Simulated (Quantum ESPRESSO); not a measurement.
# Commensurate spirals of CoO, part 2 of 2

This program has no spiral boundary conditions, so spirals of CoO are built in supercells. What do they cost, in energy and in time?

Quantum ESPRESSO 7.5; LDA with U = 2.8 eV on Co d (ortho-atomic projectors); plane waves with GBRV 1.5 LDA potentials, no spin-orbit coupling, flat spiral in a supercell.

So far: Starting point; Parallel moments, one cell; One turn in 2 cells along the input cell's c.

## Step 4: One turn in 3 cells along the input cell's c

Neighbouring cells are turned by 120° in the xy plane; the cell holds 6 atoms.

Contents of pw.in:

```
&CONTROL
  calculation = 'scf'
  prefix = 'pwscf'
  outdir = './tmp'
  pseudo_dir = './pseudo'
  disk_io = 'nowf'
/
&SYSTEM
  ibrav = 0
  nat = 6
  ntyp = 6
  ecutwfc = 34
  ecutrho = 238
  nbnd = 90
  occupations = 'smearing'
  smearing = 'fd'
  degauss = 0.00999582
  noncolin = .true.
  starting_magnetization(1) = 0.1765
  angle1(1) = 90
  angle2(1) = 0
  starting_magnetization(2) = 0.1765
  angle1(2) = 90
  angle2(2) = 120
  starting_magnetization(3) = 0.1765
  angle1(3) = 90
  angle2(3) = -120
  starting_magnetization(4) = 0
  starting_magnetization(5) = 0
  starting_magnetization(6) = 0
/
&ELECTRONS
  conv_thr = 6d-08
  electron_maxstep = 150
  mixing_beta = 0.3
/
ATOMIC_SPECIES
Co1    58.9332 co_lda_v1.2.uspp.F.UPF
Co2    58.9332 co_lda_v1.2.uspp.F.UPF
Co3    58.9332 co_lda_v1.2.uspp.F.UPF
O1     15.9990 o_lda_v1.2.uspp.F.UPF
O2     15.9990 o_lda_v1.2.uspp.F.UPF
O3     15.9990 o_lda_v1.2.uspp.F.UPF
CELL_PARAMETERS angstrom
   1.5054695445    0.8691832468    2.4399269062
  -1.5054695445    0.8691832468    2.4399269062
   0.0000000000   -5.2150994808    7.3197807186
ATOMIC_POSITIONS crystal
Co1     0.0000000000    0.0000000000    0.0000000000
Co2     0.0000000000    0.0000000000    0.3333333333
Co3     0.0000000000    0.0000000000    0.6666666667
O1      0.5000000000    0.5000000000    0.1666666667
O2      0.5000000000    0.5000000000    0.5000000000
O3      0.5000000000    0.5000000000    0.8333333333
K_POINTS automatic
6 6 4 0 0 0
HUBBARD {ortho-atomic}
U Co1-3d 2.8000
U Co2-3d 2.8000
U Co3-3d 2.8000
```

Started as:

```console
$ OMP_NUM_THREADS=1 mpirun -n 4 pw.x -nk 4 -in pw.in > pw.out
```

The log of the run:

```text
     [... lines left out ...]
Program PWSCF v.7.5 starts
     [... lines left out ...]
     number of atoms/cell      =            6
     [... lines left out ...]
     number of electrons       =        69.00
     number of Kohn-Sham states=           90
     kinetic-energy cutoff     =      34.0000  Ry
     charge density cutoff     =     238.0000  Ry
     scf convergence threshold =      6.0E-08
     [... lines left out ...]
     Noncollinear calculation without spin-orbit
     [... lines left out ...]
     No symmetry found
     [... lines left out ...]
     number of k points=   144  Fermi-Dirac smearing, width (Ry)=  0.0100
     [... lines left out ...]
     iteration # 54     ecut=    34.00 Ry     beta= 0.30
     [... lines left out ...]
     atom number    1 relative position :    0.0000   0.0000   0.0000
     [... lines left out ...]
     magnetization :          2.488556   -0.000000   -0.000007
     [... lines left out ...]
     atom number    2 relative position :    0.0000  -0.5803   0.8144
[...]
magnetization :         -1.243922    2.155387   -0.000017
[...]
atom number    3 relative position :    0.0000  -1.1605   1.6289
[...]
magnetization :         -1.244060   -2.155410   -0.000007
[...]
atom number    4 relative position :    0.0000  -0.0000   1.2217
     [... lines left out ...]
     magnetization :          0.064166    0.111112   -0.000001
     [... lines left out ...]
     atom number    5 relative position :    0.0000  -0.5803   2.0361
     [... lines left out ...]
     magnetization :         -0.128253    0.000002   -0.000001
     [... lines left out ...]
     atom number    6 relative position :    0.0000  -1.1605   2.8505
     [... lines left out ...]
     magnetization :          0.064162   -0.111111   -0.000001
     [... lines left out ...]
     Tr[ns(  1)] (up, down, total) =   3.67146  3.67146  7.34292
     [... lines left out ...]
     Tr[ns(  2)] (up, down, total) =   3.67143  3.67145  7.34288
     [... lines left out ...]
     Tr[ns(  3)] (up, down, total) =   3.67139  3.67139  7.34278
     [... lines left out ...]
     the Fermi energy is    13.1530 ev
!    total energy              =    -991.33967893 Ry
     estimated scf accuracy    <       0.00000005 Ry
     smearing contrib. (-TS)   =      -0.03771671 Ry
     [... lines left out ...]
     total magnetization       =     0.00    -0.00    -0.00 Bohr mag/cell
     absolute magnetization    =     8.23 Bohr mag/cell
     convergence has been achieved in  54 iterations
```

Run time: 12 min. Hardware: 4 MPI ranks of Arm Neoverse V2, shared host; peak memory 1.1 GiB; 49 min of CPU time.

Spin moment in the atom's sphere by atom:

```
atom  x (μB)  y (μB)  z (μB)  size
 Co1    2.49    0.00    0.00  2.49
 Co2   -1.24    2.16    0.00  2.49
 Co3   -1.24   -2.16    0.00  2.49
  O4    0.06    0.11    0.00  0.13
  O5   -0.13    0.00    0.00  0.13
  O6    0.06   -0.11    0.00  0.13
```

Numbers from this step:

```yaml
smearing_term_ts: 0.5132 eV
magnetization: 0.001, 0, 0 μB
absolute_magnetization: 8.234 μB
final_state: non-collinear
```

## Step 5: One turn in 4 cells along the input cell's c

Neighbouring cells are turned by 90° in the xy plane; the cell holds 8 atoms.

Contents of pw.in:

```
&CONTROL
  calculation = 'scf'
  prefix = 'pwscf'
  outdir = './tmp'
  pseudo_dir = './pseudo'
  disk_io = 'nowf'
/
&SYSTEM
  ibrav = 0
  nat = 8
  ntyp = 8
  ecutwfc = 34
  ecutrho = 238
  nbnd = 118
  occupations = 'smearing'
  smearing = 'fd'
  degauss = 0.00999582
  noncolin = .true.
  starting_magnetization(1) = 0.1765
  angle1(1) = 90
  angle2(1) = 0
  starting_magnetization(2) = 0.1765
  angle1(2) = 90
  angle2(2) = 90
  starting_magnetization(3) = 0.1765
  angle1(3) = 90
  angle2(3) = 180
  starting_magnetization(4) = 0.1765
  angle1(4) = 90
  angle2(4) = -90
  starting_magnetization(5) = 0
  starting_magnetization(6) = 0
  starting_magnetization(7) = 0
  starting_magnetization(8) = 0
/
&ELECTRONS
  conv_thr = 8d-08
  electron_maxstep = 150
  mixing_beta = 0.3
/
ATOMIC_SPECIES
Co1    58.9332 co_lda_v1.2.uspp.F.UPF
Co2    58.9332 co_lda_v1.2.uspp.F.UPF
Co3    58.9332 co_lda_v1.2.uspp.F.UPF
Co4    58.9332 co_lda_v1.2.uspp.F.UPF
O1     15.9990 o_lda_v1.2.uspp.F.UPF
O2     15.9990 o_lda_v1.2.uspp.F.UPF
O3     15.9990 o_lda_v1.2.uspp.F.UPF
O4     15.9990 o_lda_v1.2.uspp.F.UPF
CELL_PARAMETERS angstrom
   1.5054695445    0.8691832468    2.4399269062
  -1.5054695445    0.8691832468    2.4399269062
   0.0000000000   -6.9534659744    9.7597076248
ATOMIC_POSITIONS crystal
Co1     0.0000000000    0.0000000000    0.0000000000
Co2     0.0000000000    0.0000000000    0.2500000000
Co3     0.0000000000    0.0000000000    0.5000000000
Co4     0.0000000000    0.0000000000    0.7500000000
O1      0.5000000000    0.5000000000    0.1250000000
O2      0.5000000000    0.5000000000    0.3750000000
O3      0.5000000000    0.5000000000    0.6250000000
O4      0.5000000000    0.5000000000    0.8750000000
K_POINTS automatic
6 6 3 0 0 0
HUBBARD {ortho-atomic}
U Co1-3d 2.8000
U Co2-3d 2.8000
U Co3-3d 2.8000
U Co4-3d 2.8000
```

The log of the run:

```text
     [... lines left out ...]
Program PWSCF v.7.5 starts
     [... lines left out ...]
     number of atoms/cell      =            8
     [... lines left out ...]
     number of electrons       =        92.00
     number of Kohn-Sham states=          118
     kinetic-energy cutoff     =      34.0000  Ry
     charge density cutoff     =     238.0000  Ry
     scf convergence threshold =      8.0E-08
     [... lines left out ...]
     Noncollinear calculation without spin-orbit
     [... lines left out ...]
     No symmetry found
     [... lines left out ...]
     number of k points=   108  Fermi-Dirac smearing, width (Ry)=  0.0100
     [... lines left out ...]
     iteration # 62     ecut=    34.00 Ry     beta= 0.30
     [... lines left out ...]
     atom number    1 relative position :    0.0000   0.0000   0.0000
     [... lines left out ...]
     magnetization :          2.504389    0.000072    0.000026
     [... lines left out ...]
     atom number    2 relative position :    0.0000  -0.5803   0.8144
[...]
magnetization :          0.000203    2.504496    0.000023
[...]
atom number    3 relative position :    0.0000  -1.1605   1.6289
[...]
magnetization :         -2.504488    0.000249    0.000011
[...]
atom number    4 relative position :    0.0000  -1.7408   2.4433
[...]
magnetization :          0.000221   -2.504568    0.000020
[...]
atom number    5 relative position :    0.0000   0.0000   1.2217
[...]
magnetization :          0.133205    0.133158    0.000003
[...]
atom number    6 relative position :    0.0000  -0.5803   2.0361
[...]
magnetization :         -0.133183    0.133169    0.000002
     [... lines left out ...]
     atom number    7 relative position :    0.0000  -1.1605   2.8505
     [... lines left out ...]
     magnetization :         -0.133182   -0.133141    0.000002
     [... lines left out ...]
     atom number    8 relative position :    0.0000  -1.7408   3.6650
     [... lines left out ...]
     magnetization :          0.133206   -0.133151    0.000003
     [... lines left out ...]
     Tr[ns(  1)] (up, down, total) =   3.66858  3.66856  7.33714
     [... lines left out ...]
     Tr[ns(  2)] (up, down, total) =   3.66851  3.66848  7.33699
     [... lines left out ...]
     Tr[ns(  3)] (up, down, total) =   3.66852  3.66850  7.33702
     [... lines left out ...]
     Tr[ns(  4)] (up, down, total) =   3.66846  3.66844  7.33691
     [... lines left out ...]
     the Fermi energy is    13.1597 ev
!    total energy              =   -1321.78158975 Ry
     estimated scf accuracy    <       0.00000008 Ry
     smearing contrib. (-TS)   =      -0.05087610 Ry
     [... lines left out ...]
     total magnetization       =     0.00     0.00     0.00 Bohr mag/cell
     absolute magnetization    =    11.28 Bohr mag/cell
     convergence has been achieved in  62 iterations
```

It took 23 min on 4 MPI ranks; peak memory 1.5 GiB.

Read from the output:

* smearing term TS: 0.6922 eV
* magnetization: 0, 0, 0 μB
* absolute magnetization: 11.28 μB
* final state: non-collinear
* largest moment: 2.505 μB

## Step 6: E(q)

Spirals:

```
q along the reciprocal vector  energy less that at q = 0 (meV a seeded atom)  largest site moment (μB)  typed angles kept  CPU time (s)
                            0                                              0                     2.521                yes         195.5
                         0.25                                         -38.31                     2.505                yes          5460
                       0.3333                                         -54.13                     2.489                yes          2966
                          0.5                                         -67.25                     2.474                yes         571.6
```

Energy less that at q = 0, self-consistent against path:

```
path (Å⁻¹)  energy less that at q = 0, self-consistent (meV a seeded atom)
     0.000                                                               0
     0.639                                                           -38.3
     0.853                                                           -54.1
     1.279                                                           -67.2
```

## Step 7: Results

```json
{
  "lowest point": "q = 0.5 along c*, -67.2 meV a seeded atom",
  "highest point": "q = 0, 0 meV a seeded atom"
}
```

**Reading.** The state at q = 0.5 lies 67 meV a seeded atom under the parallel one, with neighbouring cells opposed. The moment changes by 1.9 % between the spirals. The cell of 4 repeats took 28 times the CPU time of the single cell, though its mesh is shorter in proportion. Here c and c* are vectors of the cell in the input, which need not be the conventional cell, and only this direction was probed. The mesh is coarse, so differences of some ten meV can be noise in a metal. Energies are free energies at an electronic temperature of 1580 K, which lowers moments and differences where the moments are itinerant. The cutoff lies under the 40 Ry that these files are usually run at. The smearing term is large for its width, so states at the Fermi level are partly filled: at this level the cell is a metal or has a gap of a few widths at most.

[Logs and program files are shortened in this print: banners, set-up blocks, solver, clock and traceback lines can be left out without a mark of their own.]

[Logs are printed without paths, hosts, clocks, repeated set-up lines and the standing remarks that a program may print on its own settings, such as how far it seeks lower states.]

[Hosts, paths, dates, database ids (printed as entryN), source tags and the programs' standing remarks are cut or masked in the printed files.]

[Where a cell is said to come from a database of computed structures, the database is the Materials Project.]
